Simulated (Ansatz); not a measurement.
# SiC (Moissanite) (P6_3mc) in Ansatz: further runs

One crystal, SiC (Moissanite), is run at these levels: PBE; tasks: single point.

Everything below comes from runs of Ansatz 0.2.0. Logs are shortened: lines on timing, memory, paths and dates and some standing lists are left out, and cuts for length are marked.

### 1 Starting point

It takes space group P6_3mc (No. 186, hexagonal). The conventional cell has a = 3.076 Å, b = 3.076 Å, c = 5.048 Å, α = 90.00°, β = 90.00°, γ = 120.00°. Si (site symmetry 3m) has 4 C at 1.87 to 1.94 Å as nearest neighbours. C (site symmetry 3m) has 4 Si at 1.87 to 1.94 Å as nearest neighbours.

### 2 Single point, PBE, 9.72 Å³/atom (volume scaled by 0.94)

File input.yaml:

```yaml
crystal:
  lattice:
    - [3.0132068704, 0.0, 0.0]
    - [-1.5066034352, 2.6095136966, 0.0]
    - [0.0, 0.0, 4.9449506768]
  atoms:
    - { symbol: Si, position: [0.6666666667, 0.3333333333, 0.5] }
    - { symbol: Si, position: [0.3333333333, 0.6666666667, 0.0] }
    - { symbol: C, position: [0.6666666667, 0.3333333333, 0.885] }
    - { symbol: C, position: [0.3333333333, 0.6666666667, 0.385] }
kpoints:
  mp_grid: { grid: [10, 10, 5] }
scf:
  occupations: { method: fermi_dirac, width: 0.05 }
hamiltonian:
  xc: pbe
  pseudopotentials: { kind: all_electron, lapw: { basis_error: 0.001 } }
output:
  forces: true
  stress: true
  eigenvalues: true
```

Potentials or basis: all-electron LAPW, scalar-relativistic.

Command:

```
> ansatz run input.yaml --threads 2 --pin off --max-ram 6144MiB --backend cpu --events-out ev --progress --plain --runs-dir out
```

Log:

```text
Warning: RAYON_NUM_THREADS=2 ignored (pool sized by the plan → 2); use --threads N
LAPW: plane waves up to 9.895 Å⁻¹, error target 1.0e-3 eV per atom; small_component_spin mean_spin; C in spheres of 0.854 Å, 6 of its electrons in bands, Dirac shells []; Si in spheres of 0.977 Å, 12 of its electrons in bands, Dirac shells [] (how accurate: hamiltonian.pseudopotentials.lapw.basis_error, Limitations)
Engine: ansatz 0.2.0, x86_64-unknown-linux-gnu
Pseudopotentials: kind: all_electron
Pseudopotential: Si, LAPW, valence charge 12, lapw/all_electron/scalar/gaussian/Si, Koelling and Harmon's equation, gaussian nucleus
Pseudopotential: C, LAPW, valence charge 6, lapw/all_electron/scalar/gaussian/C, Koelling and Harmon's equation, gaussian nucleus
Functional definition: PBE
  parameter kappa = 0.804
  parameter beta = 0.06672455060314922
  exchange = pbe_x(kappa = kappa, mu = beta*pi^2/3)
  correlation = pbe_c(beta = beta)
Crystal: 4 atoms, lattice volume = 38.882 Å³
Basis set: ecut = 373.0422725363824 eV, 627 PW (Γ), exchange–correlation at level 2
Bands: 22, of which v1, the nominal top of the filled ones, is band 18 counted from 1 (17 counted from 0)
Symmetry: 12 space group operations
Space group: P63mc (ITA 186), of the structure as read, at distance tolerance 3.4e-5 Å
k-points: 42 of 500 (time reversal used)
Non-local potential: Si, projectors of the file, none
Non-local potential: C, projectors of the file, none
Initial density: superposition of atomic densities (chi_scale 0.1, normalization cell, long waves kept (reshape's long-wave potential 0.00 eV rms))
Initial wavefunctions: plane waves of lowest kinetic energy (no species holds an atomic orbital)
Functional: x = pbe(κ = 0.804, μ = 0.2195149727645171), c = pbe(β = 0.06672455060314922)
iter 1 solved again at ethr=2.93e-2 eV; its pass at ethr=1.00e-1 eV (dr2=1.05e1 eV) is discarded
SCF iter   1: F=—  HF=-17862.913697 eV  |F-HF|=—  |Δ(HF+E_count)|=         —  Δρ=1.54e-1  dr2=1.06e1  ethr=2.93e-2  ⟨swp⟩=2.0  Hψ=6465  notcnv=0
preconditioner: auto → none  [insulator: Δε(μ)=4.755 eV  Ē_g=13.400 eV  σ=0.050 eV  W_gap=1.00  n_scr=10 (ndim 8)  ℏωp=23.8 eV  f_vac=0.000  D(μ)=0.00/eV (n_scr^D=0)  ε∞_Penn≈4.2]
iter 2 solved again at ethr=8.68e-4 eV; its pass at ethr=2.93e-2 eV (dr2=3.12e-1 eV) is discarded
SCF iter   2: F=—  HF=-17859.005046 eV  |F-HF|=—  |Δ(HF+E_count)|=    3.91e0  Δρ=3.73e-2  dr2=3.14e-1  ethr=8.68e-4  ⟨swp⟩=2.1  Hψ=4887  notcnv=0
SCF iter   3: F=—  HF=-17858.851360 eV  |F-HF|=—  |Δ(HF+E_count)|=         —  Δρ=1.70e-2  dr2=6.73e-2  ethr=8.68e-4  ⟨swp⟩=3.0  Hψ=2776  notcnv=0
the basis was enlarged: its passes take 474.9 KiB over the memory plan, 2 of 2 planned eigensolver slots
SCF iter   4: F=—  HF=-17858.846836 eV  |F-HF|=—  |Δ(HF+E_count)|=   4.52e-3  Δρ=1.30e-3  dr2=4.75e-4  ethr=1.87e-4  ⟨swp⟩=2.0  Hψ=2478  notcnv=0
SCF iter   5: F=—  HF=-17858.846923 eV  |F-HF|=—  |Δ(HF+E_count)|=   8.74e-5  Δρ=1.95e-4  dr2=6.42e-6  ethr=1.32e-6  ⟨swp⟩=3.0  Hψ=2556  notcnv=0
SCF iter   6: F=—  HF=-17858.846933 eV  |F-HF|=—  |Δ(HF+E_count)|=   9.62e-6  Δρ=4.85e-5  dr2=5.92e-7  ethr=1.78e-8  ⟨swp⟩=3.0  Hψ=2647  notcnv=0
SCF iter   7: F=-17858.846933 eV  HF=-17858.846933 eV  |F-HF|=9.31e-10  |Δ(HF+E_count)|=   1.12e-7  Δρ=2.54e-6  dr2=1.69e-9  ethr=1.64e-9  ⟨swp⟩=3.0  Hψ=2565  notcnv=0
SCF 1 converged in 7 iterations: F = -17858.846933 eV  dr2 = 1.69e-9
SCF converged after 7 iterations
Free energy (F): -17858.846933 eV
Harris-Foulkes:  -17858.846933 eV  (|F-HF|=9.31e-10)
Internal energy: -17858.846933 eV  (E = F + TS)
E sigma→0 (E₀):  -17858.846933 eV
Fermi energy:    13.099735 eV
--- Per-component energies (eV) ---
  E_band       = -2330.549149
  E_kinetic    = 17908.953948
  E_xc         = -1437.952917
  E_electrostatic = -34329.847964  (all electrons and nuclei)
  E_smearing   = -0.000000  (= −TS)
  E_closure    = 0.000000  (closes the sum)
  E_atoms      = -17828.979414  (free atoms, spherical and without spin; not in F)
  Σ components = -17858.846933   (vs F -17858.846933, Δ=0.00e0)
  Basis errors (estimates in eV, not in F): energy 5.5e-4 per atom: plane waves 5.0e-4 (3.1e-4 summed), levels above the bands 1.1e-58, relativity 2.1e-8, radial functions 5.6e-5, core shells 1.7e-12; eigenvalues (radial functions only) 2.0e-6; not estimated: angular momenta, meshes, grids; target (lapw.basis_error) 1.0e-3; muffin-tin radii C 0.854 Å, Si 0.977 Å
--- Forces (eV/Å), atoms counted from 1 ---
  atom   1  Si     0.00000000     0.00000000     0.85480398
  atom   2  Si    -0.00000000    -0.00000000     0.85480398
  atom   3  C     -0.00000000     0.00000000    -0.85482661
  atom   4  C      0.00000000    -0.00000000    -0.85482661
  max |Σ_I F_I| component: 4.53e-5 eV/Å
--- Stress (GPa, compression-positive) ---
       22.074484      -0.000000       0.000000
       -0.000000      22.074484      -0.000000
        0.000000       0.000000      14.399676
  P = ⅓ Tr σ = 19.5162 GPa (195.162 kbar)
--- Band table (eV; the first three rows and the last of 42) ---
  k-point 0: bands = ["-251.5558", "-251.5558", "-121.3266", "-121.3264", "-77.3816", "-77.3794", "-77.3570", "-77.3570", "-77.3566", "-77.3566", "-4.2812", "-0.5387", "2.8776", "10.3598", "10.3598", "11.6728", "11.6728", "11.9460", "17.1136", "18.6026", "18.8168", "18.8168"]
  k-point 1: bands = ["-251.5558", "-251.5558", "-121.3266", "-121.3264", "-77.3814", "-77.3796", "-77.3570", "-77.3570", "-77.3567", "-77.3567", "-4.0770", "-1.3067", "3.9791", "10.4694", "10.4694", "10.8601", "11.5295", "11.5295", "17.2949", "18.8696", "18.8696", "19.3220"]
  k-point 2: bands = ["-251.5558", "-251.5558", "-121.3265", "-121.3265", "-77.3809", "-77.3802", "-77.3569", "-77.3569", "-77.3568", "-77.3568", "-3.4730", "-2.5059", "6.1472", "8.5976", "10.7702", "10.7702", "11.1738", "11.1738", "17.8242", "18.6398", "19.1695", "19.1695"]
  k-point 41: bands = ["-251.5558", "-251.5558", "-121.3264", "-121.3263", "-77.3804", "-77.3803", "-77.3583", "-77.3582", "-77.3580", "-77.3579", "0.4672", "0.8397", "3.8036", "4.1373", "5.6399", "6.4521", "9.6632", "10.1238", "16.7893", "17.0858", "17.8649", "19.0210"]
```

It took 6.9 s on 2 threads of Intel Xeon 6975P-C (Granite Rapids), shared host; peak memory 0.39 GiB.

What came out:

```
Free energy            : -17858.8469 eV
Pressure               : 19.5 GPa
Largest force          : 0.855 eV/Å
Band gap on the k mesh : 2.38 eV, indirect (least direct gap 4.21 eV)
```

Caveat: an odd mesh through Γ misses points on the zone boundary, where band edges often lie.

### 3 Single point, PBE, 9.93 Å³/atom (volume scaled by 0.96)

input.yaml, as its differences from that of step 2:

```diff
@@ -2,5 +2,5 @@
   lattice:
-    - [3.0132068704, 0.0, 0.0]
-    - [-1.5066034352, 2.6095136966, 0.0]
-    - [0.0, 0.0, 4.9449506768]
+    - [3.0344273363, 0.0, 0.0]
+    - [-1.5172136681, 2.6278911591, 0.0]
+    - [0.0, 0.0, 4.9797754205]
   atoms:
```

Potentials or basis: all-electron LAPW, scalar-relativistic.

Command:

```
> ansatz run input.yaml --threads 2 --pin off --max-ram 6144MiB --backend cpu --events-out ev --progress --plain --runs-dir out
```

Wall time 6.5 s (2 threads of Intel Xeon 6975P-C (Granite Rapids), shared host); peak memory 0.38 GiB.

It converged, with:

| Item | Value |
| --- | --- |
| Free energy | -17858.9325 eV |
| Pressure | 13.7 GPa |
| Largest force | 0.819 eV/Å |
| Band gap on the k mesh | 2.41 eV, indirect (least direct gap 4.16 eV) |

Caveat: an odd mesh through Γ misses points on the zone boundary, where band edges often lie.

### 4 Single point, PBE, 10.13 Å³/atom (volume scaled by 0.98)

input.yaml, as its differences from that of step 3:

```diff
@@ -2,5 +2,5 @@
   lattice:
-    - [3.0344273363, 0.0, 0.0]
-    - [-1.5172136681, 2.6278911591, 0.0]
-    - [0.0, 0.0, 4.9797754205]
+    - [3.0553550827, 0.0, 0.0]
+    - [-1.5276775413, 2.6460151191, 0.0]
+    - [0.0, 0.0, 5.0141197845]
   atoms:
```

Command:

```
> ansatz run input.yaml --threads 2 --pin off --max-ram 6144MiB --backend cpu --events-out ev --progress --plain --runs-dir out
```

Wall time 7.4 s (2 threads of Intel Xeon 6975P-C (Granite Rapids), shared host); peak memory 0.37 GiB.

The run converged. Its results:

```
Free energy            : -17858.9896 eV
Pressure               : 8.5 GPa
Largest force          : 0.785 eV/Å
Band gap on the k mesh : 2.45 eV, indirect (least direct gap 4.12 eV)
```

Caveat: an odd mesh through Γ misses points on the zone boundary, where band edges often lie.

### 5 Single point, PBE, 10.34 Å³/atom

input.yaml, as its differences from that of step 4:

```diff
@@ -2,5 +2,5 @@
   lattice:
-    - [3.0553550827, 0.0, 0.0]
-    - [-1.5276775413, 2.6460151191, 0.0]
-    - [0.0, 0.0, 5.0141197845]
+    - [3.076, 0.0, 0.0]
+    - [-1.538, 2.663894142, 0.0]
+    - [0.0, 0.0, 5.048]
   atoms:
```

Command:

```
> ansatz run input.yaml --threads 2 --pin off --max-ram 6144MiB --backend cpu --events-out ev --progress --plain --runs-dir out
```

Wall time 6.6 s (2 threads of Intel Xeon 6975P-C (Granite Rapids), shared host); peak memory 0.37 GiB.

It converged, with:

- Free energy: -17859.0208 eV
- Pressure: 3.7 GPa
- Largest force: 0.752 eV/Å
- Band gap on the k mesh: 2.48 eV, indirect (least direct gap 4.08 eV)

Caveat: an odd mesh through Γ misses points on the zone boundary, where band edges often lie.

### 6 Single point, PBE, 10.55 Å³/atom (volume scaled by 1.02)

input.yaml, as its differences from that of step 5:

```diff
@@ -2,5 +2,5 @@
   lattice:
-    - [3.076, 0.0, 0.0]
-    - [-1.538, 2.663894142, 0.0]
-    - [0.0, 0.0, 5.048]
+    - [3.0963714546, 0.0, 0.0]
+    - [-1.5481857273, 2.6815363392, 0.0]
+    - [0.0, 0.0, 5.0814314379]
   atoms:
```

Potentials or basis: all-electron LAPW, scalar-relativistic.

Command:

```
> ansatz run input.yaml --threads 2 --pin off --max-ram 6144MiB --backend cpu --events-out ev --progress --plain --runs-dir out
```

Run time: 6.6 s. Hardware: 2 threads of Intel Xeon 6975P-C (Granite Rapids), shared host; peak memory 0.39 GiB.

The run converged. Its results:

- Free energy: -17859.0286 eV
- Pressure: -0.6 GPa
- Largest force: 0.722 eV/Å
- Band gap on the k mesh: 2.51 eV, indirect (least direct gap 4.04 eV)

Caveat: an odd mesh through Γ misses points on the zone boundary, where band edges often lie.

### 7 Single point, PBE, 10.75 Å³/atom (volume scaled by 1.04)

input.yaml, as its differences from that of step 6:

```diff
@@ -2,5 +2,5 @@
   lattice:
-    - [3.0963714546, 0.0, 0.0]
-    - [-1.5481857273, 2.6815363392, 0.0]
-    - [0.0, 0.0, 5.0814314379]
+    - [3.1164783262, 0.0, 0.0]
+    - [-1.5582391631, 2.6989494007, 0.0]
+    - [0.0, 0.0, 5.1144286705]
   atoms:
```

Command:

```
> ansatz run input.yaml --threads 2 --pin off --max-ram 6144MiB --backend cpu --events-out ev --progress --plain --runs-dir out
```

Run time: 5.9 s. Hardware: 2 threads of Intel Xeon 6975P-C (Granite Rapids), shared host; peak memory 0.38 GiB.

It converged, with:

```
Free energy            : -17859.0151 eV
Pressure               : -4.5 GPa
Largest force          : 0.693 eV/Å
Band gap on the k mesh : 2.52 eV, indirect (least direct gap 4.00 eV)
```

Caveat: an odd mesh through Γ misses points on the zone boundary, where band edges often lie.

### 8 Single point, PBE, 10.96 Å³/atom (volume scaled by 1.06)

input.yaml, as its differences from that of step 7:

```diff
@@ -2,5 +2,5 @@
   lattice:
-    - [3.1164783262, 0.0, 0.0]
-    - [-1.5582391631, 2.6989494007, 0.0]
-    - [0.0, 0.0, 5.1144286705]
+    - [3.1363290418, 0.0, 0.0]
+    - [-1.5681645209, 2.7161406248, 0.0]
+    - [0.0, 0.0, 5.1470055276]
   atoms:
```

Command:

```
> ansatz run input.yaml --threads 2 --pin off --max-ram 6144MiB --backend cpu --events-out ev --progress --plain --runs-dir out
```

Wall time 6.6 s (2 threads of Intel Xeon 6975P-C (Granite Rapids), shared host); peak memory 0.38 GiB.

The run converged. Its results:

```yaml
Free_energy: -17858.9823 eV
Pressure: -8.1 GPa
Largest_force: 0.665 eV/Å
Band_gap_on_the_k_mesh: 2.48 eV, indirect (least direct gap 3.96 eV)
```

Caveat: an odd mesh through Γ misses points on the zone boundary, where band edges often lie.
